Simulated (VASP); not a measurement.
# KCl (Pm-3m) in VASP: notebook

One crystal, KCl, is run at these levels: HSE06, r2SCAN; tasks: single point.

Program: VASP 6.6.1. These are calculated values, not measurements. Logs are shortened: lines on timing, memory, paths and dates and some standing lists are left out, and cuts for length are marked.

## (1) The crystal as given

The structure is cubic, space group Pm-3m (No. 221). The conventional cell has a = 3.771 Å, b = 3.771 Å, c = 3.771 Å, α = 90.00°, β = 90.00°, γ = 90.00°. Around K (site symmetry m-3m) lie 8 Cl at 3.27 Å. Cl (site symmetry m-3m) is surrounded by 8 K at 3.27 Å.

Measurements of this composition are mostly on another form, of space group No. 225.

## (2) Single point, HSE06

Input file POSCAR:

```
KCl
1.0
    3.7708086043      0.0000000000      0.0000000000
    0.0000000000      3.7708086043      0.0000000000
    0.0000000000      0.0000000000      3.7708086043
K Cl
1 1
Direct
    0.0000000000      0.0000000000      0.0000000000
    0.5000000000      0.5000000000      0.5000000000
```

Input file INCAR.step1:

```
SYSTEM = KCl
PREC = Accurate ; ENCUT = 520
EDIFF = 1E-5 ; ISMEAR = 0
SIGMA = 0.01 ; LREAL = .False.
LASPH = .True. ; NELM = 60
ALGO = Normal ; ISIF = 2
LWAVE = .True. ; LCHARG = .False.
GGA = PE ; NBANDS = 15
```

Input file INCAR.step2:

```
SYSTEM = KCl
PREC = Accurate ; ENCUT = 520
EDIFF = 1E-6 ; ISMEAR = 0
SIGMA = 0.01 ; LREAL = .False.
LASPH = .True. ; NELM = 60
ALGO = Normal ; ISIF = 2
LWAVE = .False. ; LCHARG = .False.
GGA = PE ; LHFCALC = .True.
HFSCREEN = 0.2079 ; PRECFOCK = Normal
ISTART = 1 ; NBANDS = 15
```

Input file KPOINTS:

```
regular mesh
0
Gamma
  4 4 4
  0 0 0
```

Potentials or basis: VASP PAW PBE potentials, release 64 (K_sv, Cl).

Launch:

```
$ cat potpaw_PBE.64/K_sv/POTCAR potpaw_PBE.64/Cl/POTCAR > POTCAR
$ cp INCAR.step1 INCAR
$ mpirun -np 1 vasp_std > vasp.out
$ cp INCAR.step2 INCAR
$ mpirun -np 1 vasp_std > vasp.out
```

OUTCAR:

```text
SYSTEM = KCl
   PREC = Accurate
   ENCUT = 520
   EDIFF = 1E-6
   ISMEAR = 0
   LREAL = .False.
   LASPH = .True.
   NELM = 60
   ISIF = 2
   GGA = PE
   LHFCALC = .True.
   HFSCREEN = 0.2079
   PRECFOCK = Normal
   ISTART = 1

 ion  position               nearest neighbor table
   1  0.000  0.000  0.000-
   2  0.500  0.500  0.500-

  LATTYP: Found a simple cubic cell.
 ALAT       =     3.7708086043

  Lattice vectors:

 A1 = (   3.7708086043,   0.0000000000,   0.0000000000)
 A2 = (   0.0000000000,   3.7708086043,   0.0000000000)
 A3 = (   0.0000000000,   0.0000000000,   3.7708086043)

Analysis of symmetry for initial positions (statically):
=====================================================================
 Subroutine PRICEL returns:
 Original cell was already a primitive cell.

 Routine SETGRP: Setting up the symmetry group for a
 simple cubic supercell.

 Subroutine GETGRP returns: Found 48 space group operations
 (whereof 48 operations were pure point group operations)
 out of a pool of 48 trial point group operations.

The static configuration has the point symmetry O_h .

Analysis of symmetry for dynamics (positions and initial velocities):
=====================================================================
 Subroutine PRICEL returns:
 Original cell was already a primitive cell.

 Routine SETGRP: Setting up the symmetry group for a
 simple cubic supercell.

 Subroutine GETGRP returns: Found 48 space group operations
 (whereof 48 operations were pure point group operations)
 out of a pool of 48 trial point group operations.

The dynamic configuration has the point symmetry O_h .

 Subroutine INISYM returns: Found 48 space group operations
 (whereof 48 operations are pure point group operations),
 and found     1 'primitive' translations

----------------------------------------------------------------------------------------

                                     Primitive cell

  volume of cell :      53.6171

  direct lattice vectors                    reciprocal lattice vectors
     3.770808604  0.000000000  0.000000000     0.265195109  0.000000000  0.000000000
     0.000000000  3.770808604  0.000000000     0.000000000  0.265195109  0.000000000
     0.000000000  0.000000000  3.770808604     0.000000000  0.000000000  0.265195109

  length of vectors
     3.770808604  3.770808604  3.770808604     0.265195109  0.265195109  0.265195109

  position of ions in fractional coordinates (direct lattice)
     0.000000000  0.000000000  0.000000000
     0.500000000  0.500000000  0.500000000

  ion indices of the primitive-cell ions
   primitive index   ion index
                 1           1
                 2           2

----------------------------------------------------------------------------------------

 KPOINTS: regular mesh

Automatic generation of k-mesh.
 Grid dimensions read from file:
 generate k-points for:    4    4    4

 Generating k-lattice:

  Cartesian coordinates                     Fractional coordinates (reciprocal lattice)
     0.066298777  0.000000000  0.000000000     0.250000000  0.000000000  0.000000000
     0.000000000  0.066298777  0.000000000     0.000000000  0.250000000  0.000000000
     0.000000000  0.000000000  0.066298777     0.000000000  0.000000000  0.250000000

  Length of vectors
     0.066298777  0.066298777  0.066298777

  Shift w.r.t. Gamma in fractional coordinates (k-lattice)
     0.000000000  0.000000000  0.000000000

 Subroutine IBZKPT returns following result:
 ===========================================

 Found     10 irreducible k-points:

 Following reciprocal coordinates:
            Coordinates               Weight
  0.000000  0.000000  0.000000      1.000000
  0.250000  0.000000  0.000000      6.000000
  0.500000  0.000000  0.000000      3.000000
  0.250000  0.250000  0.000000     12.000000
  0.500000  0.250000  0.000000     12.000000
  0.500000  0.500000  0.000000      3.000000
  0.250000  0.250000  0.250000      8.000000
  0.500000  0.250000  0.250000     12.000000
  0.500000  0.500000  0.250000      6.000000
  0.500000  0.500000  0.500000      1.000000
   k-points           NKPTS =     10   k-points in BZ     NKDIM =     64   number of bands    NBANDS=     15
   number of dos      NEDOS =    301   number of ions     NIONS =      2
   total plane-waves  NPLWV =  21952
   dimension x,y,z NGX =    28 NGY =   28 NGZ =   28
   dimension x,y,z NGXF=    56 NGYF=   56 NGZF=   56
   ions per type =               1   1
   NGX,Y,Z   is equivalent  to a cutoff of  12.34, 12.34, 12.34 a.u.
   NGXF,Y,Z  is equivalent  to a cutoff of  24.69, 24.69, 24.69 a.u.
 SYSTEM =  KCl
   PREC   = accura    normal or accurate (medium, high low for compatibility)
   ISTART =      1    job   : 0-new  1-cont  2-samecut
   ICHARG =      0    charge: 1-file 2-atom 10-const
   ISPIN  =      1    spin polarized calculation?
   LNONCOLLINEAR =      F non collinear calculations
   LSORBIT =      F    spin-orbit coupling
   LASPH  =      T    aspherical Exc in radial PAW
   ENCUT  =  520.0 eV  38.22 Ry    6.18 a.u.   7.01  7.01  7.01*2*pi/ulx,y,z
   NELM   =     60;   NELMIN=  2; NELMDL=  0     # of ELM steps
   EDIFF  = 0.1E-05   stopping-criterion for ELM
   LREAL  =      F    real-space projection
   EDIFFG = 0.1E-04   stopping-criterion for IOM
   NSW    =      0    number of steps for IOM
   IBRION =     -1    ionic relax: 0-MD 1-quasi-New 2-CG
   NFREE  =      0    steps in history (QN), initial steepest desc. (CG)
   ISIF   =      2    stress and relaxation
   ISYM   =      3    0-nonsym 1-usesym 2-fastsym
   POTIM  = 0.5000    time-step for ionic-motion
   TEBEG  =    0.0;   TEEND  =   0.0 temperature during run
   PSTRESS=    0.0 pullay stress
   NELECT =      16.0000    total number of electrons
   NUPDOWN=      -1.0000    fix difference up-down
   EMIN   =  10.00;   EMAX   =-10.00  energy-range for DOS
   EFERMI =   0.00;   METHOD = LEGACY
   ISMEAR =     0;   SIGMA  =   0.01  broadening in eV -4-tet -1-fermi 0-gaus
   EFERMI_NEDOS =   21; number of points for ismear=-14 and -15
   IALGO  =     38    algorithm
   IMIX   =      1    mixing-type and parameters
     AMIX     =   0.40;   BMIX     =  1.00
     AMIX_MAG =   1.60;   BMIX_MAG =  1.00
  volume/ion in A,a.u.               =      26.81       180.91
  Fermi-wavevector in a.u.,A,eV,Ry     =   1.093991  2.067343 16.283668  1.196816
  Thomas-Fermi vector in A             =   2.230287
   LORBIT       =      0    0 simple, 1 ext, 2 COOP (PROOUT), +10 PAW based schemes
   GGA     = PE    functional components
   LHFCALC =     T    Hartree Fock is set to
   PRECFOCK=normal    Normal, Fast or Accurate (Low or Medium for compatibility)
   ENCUT4O =  -1.0   cutoff for four orbital integrals eV
   NKREDX  =     1    reduce k-point grid by
   NKREDY  =     1    reduce k-point grid by
   NKREDZ  =     1    reduce k-point grid by
   AEXX    =    0.2500 exact exchange contribution
   HFSCREEN=    0.2079 screening length (either q_TF or 0.3 A-1)
   HFSCREENC=   0.2079 screening length for correlation (either q_TF or 0.3 A-1)
   ENCUTFOCK=  -1.0 apply spherical cutoff to Coloumb kernel
   IVDW    =     0    specifies the selected vdW correction
   LEPSILON=     F    determine dielectric tensor
   LRPA    =     F    only Hartree local field effects (RPA)
 non-spin polarized calculation
 Gauss-broadening in eV      SIGMA  =   0.01
  energy-cutoff  :      520.00
  volume of cell :       53.62
 maximum number of plane-waves:      1472
  NGX = 24; NGY = 24; NGZ = 24

 number of electron      16.0000004 magnetization

 Free energy of the ion-electron system (eV)
  ---------------------------------------------------
  ext. energy  EPLUGINS =         0.00000000
  ---------------------------------------------------
  free energy    TOTEN  =        -7.71259557 eV

  energy without entropy =       -7.71259557  energy(sigma->0) =       -7.71259557

 E-fermi :  -1.4402     XC(G=0):  -6.9186

 val. band max:       -1.5118767122   @ k =   0.5000   0.5000   0.0000
 cond. band min:       4.8533964395   @ k =   0.0000   0.0000   0.0000
 fundamental gap:      6.3652731517
 Fermi energy:        -1.4401659992

 k-point     1 :       0.0000    0.0000    0.0000
  band No.  band energies     occupation
      1     -31.6007      2.00000
      2     -15.3759      2.00000
      3     -13.6206      2.00000
      4     -13.6206      2.00000
      5     -13.6206      2.00000
      6      -1.7428      2.00000
      7      -1.7428      2.00000
      8      -1.7428      2.00000
      9       4.8534      0.00000
     10       6.4393      0.00000
     11       6.4393      0.00000
     12      11.1319      0.00000
     13      11.1319      0.00000
     14      11.1319      0.00000
     15      14.1317      0.00000

 k-point     2 :       0.2500    0.0000    0.0000
  band No.  band energies     occupation
      1     -31.5883      2.00000
      2     -15.4420      2.00000
      3     -13.6007      2.00000
      4     -13.6007      2.00000
      5     -13.5657      2.00000
      6      -2.7377      2.00000
      7      -1.7484      2.00000
      8      -1.7484      2.00000
      9       6.1410      0.00000
     10       6.9973      0.00000
     11       7.6857      0.00000
     12      10.9490      0.00000
     13      10.9490      0.00000
     14      11.4608      0.00000
     15      12.0469      0.00000
[... 113 lines left out ...]
      3     -13.8549      2.00000
      4     -13.8549      2.00000
      5     -13.6873      2.00000
      6      -2.9648      2.00000
      7      -2.9648      2.00000
      8      -2.3509      2.00000
      9       7.2018      0.00000
     10       8.9074      0.00000
     11       8.9171      0.00000
     12       8.9171      0.00000
     13      11.1122      0.00000
     14      11.1122      0.00000
     15      12.9983      0.00000

 k-point    10 :       0.5000    0.5000    0.5000
  band No.  band energies     occupation
      1     -31.5313      2.00000
      2     -14.8731      2.00000
      3     -13.8181      2.00000
      4     -13.8181      2.00000
      5     -13.8181      2.00000
      6      -3.0437      2.00000
      7      -3.0437      2.00000
      8      -3.0437      2.00000
      9       8.8537      0.00000
     10       8.8537      0.00000
     11       8.8537      0.00000
     12      10.4027      0.00000
     13      10.4027      0.00000
     14      10.4027      0.00000
     15      13.0668      0.00000

------------------------ aborting loop because EDIFF is reached ----------------------------------------

  FORCE on cell =-STRESS in cart. coord.  units (eV):
  Direction    XX          YY          ZZ          XY          YZ          ZX
  --------------------------------------------------------------------------------------
  -------------------------------------------------------------------------------------
  Total        0.2280876      0.2280876      0.2280876      0.0000000     -0.0000000     -0.0000000
  in kB        6.8156747      6.8156747      6.8156747      0.0000000     -0.0000000     -0.0000000
  external PRESSURE =       6.8156747 kB  Pullay stress =       0.0000000 kB

 VOLUME and BASIS-vectors are now :
 -----------------------------------------------------------------------------
  energy-cutoff  :      520.00
  volume of cell :       53.62
      direct lattice vectors                 reciprocal lattice vectors
     3.770808604  0.000000000  0.000000000     0.265195109  0.000000000  0.000000000
     0.000000000  3.770808604  0.000000000     0.000000000  0.265195109  0.000000000
     0.000000000  0.000000000  3.770808604     0.000000000  0.000000000  0.265195109

 POSITION                                       TOTAL-FORCE (eV/Angst)
 -----------------------------------------------------------------------------------
      0.00000      0.00000      0.00000         0.000000      0.000000      0.000000
      1.88540      1.88540      1.88540         0.000000      0.000000      0.000000
 -----------------------------------------------------------------------------------
    total drift:                                0.000000      0.000000      0.000000

  FREE ENERGIE OF THE ION-ELECTRON SYSTEM (eV)
  ---------------------------------------------------
  free  energy   TOTEN  =        -7.7125955716 eV

  energy  without entropy=       -7.7125955716  energy(sigma->0) =       -7.71259557
```

It took 2.3 min on 1 thread of Intel Xeon 6975P-C (Granite Rapids), shared host; peak memory 0.26 GiB.

Results:

```yaml
Free_energy: -7.7126 eV
Pressure: 0.7 GPa
Band_gap_on_the_k_mesh: 6.37 eV, indirect (least direct gap 6.60 eV)
```

Levels at points of the mesh, in eV from the valence-band top:
```
           k point  band 4  band 5  band 6  band 7  band 8  band 9  band 10  band 11  band 12  band 13
(0.00, 0.00, 0.00)  -12.11  -12.11   -0.23   -0.23   -0.23    6.37     7.95     7.95    12.64    12.64
(0.50, 0.00, 0.00)  -12.07  -11.98   -2.02   -0.24   -0.24    9.36     9.54    10.09    11.57    12.54
(0.50, 0.50, 0.00)  -12.38  -12.04   -1.38   -1.38    0.00    7.60     8.86    10.64    10.64    13.34
(0.50, 0.50, 0.50)  -12.31  -12.31   -1.53   -1.53   -1.53   10.37    10.37    10.37    11.91    11.91
```

Caveat: the PAW data sets were made with another functional, which shifts forces and pressure a little. A k mesh can miss the band edges.

## (3) Single point, r2SCAN

POSCAR is that of step 2.

Input file INCAR.step1:

```
SYSTEM = KCl
PREC = Accurate
ENCUT = 520
ISMEAR = 0
SIGMA = 0.01
LREAL = .FALSE.
LASPH = .TRUE.
NELM = 100
NBANDS = 15
GGA = PE
ALGO = Normal
EDIFF = 1E-4
LWAVE = .TRUE.
LCHARG = .FALSE.
```

Input file INCAR.step2:

```
SYSTEM = KCl
PREC = Accurate
ENCUT = 520
EDIFF = 1E-6
ISMEAR = 0
SIGMA = 0.01
LREAL = .FALSE.
LASPH = .TRUE.
NELM = 100
ALGO = Normal
ISIF = 2
LWAVE = .FALSE.
LCHARG = .FALSE.
METAGGA = R2SCAN
LMIXTAU = .TRUE.
NBANDS = 15
ISTART = 1
```

Input file KPOINTS:

```
Automatic mesh
0
G
  6 6 6
  0 0 0
```

Potentials or basis: VASP PAW PBE potentials, release 64 (K_sv, Cl).

Launch:

```
$ cat potpaw_PBE.64/K_sv/POTCAR potpaw_PBE.64/Cl/POTCAR > POTCAR
$ cp INCAR.step1 INCAR
$ mpirun -np 1 vasp_std > vasp.out
$ cp INCAR.step2 INCAR
$ mpirun -np 1 vasp_std > vasp.out
```

Wall time 24 s (1 thread of Intel Xeon 6975P-C (Granite Rapids), shared host); peak memory 0.16 GiB.

Results (log left out):

```yaml
Free_energy: -16.4076 eV
Pressure: 0.0 GPa
Band_gap_on_the_k_mesh: 5.81 eV, indirect (least direct gap 6.02 eV)
```

Levels at points of the mesh, in eV from the valence-band top:
```tsv
k point	band 6	band 7	band 8	band 9	band 10	band 11
(0.00, 0.00, 0.00)	-0.22	-0.22	-0.22	5.81	7.09	7.09
(0.50, 0.00, 0.00)	-1.90	-0.23	-0.23	8.56	8.74	9.32
(0.50, 0.50, 0.00)	-1.30	-1.30	0.00	6.86	8.08	9.73
(0.50, 0.50, 0.50)	-1.45	-1.45	-1.45	9.67	9.67	9.67
```

Caveat: the PAW data sets were made with another functional, which shifts forces and pressure a little. r2SCAN opens gaps a little over a GGA but as a rule still falls short of measured ones.
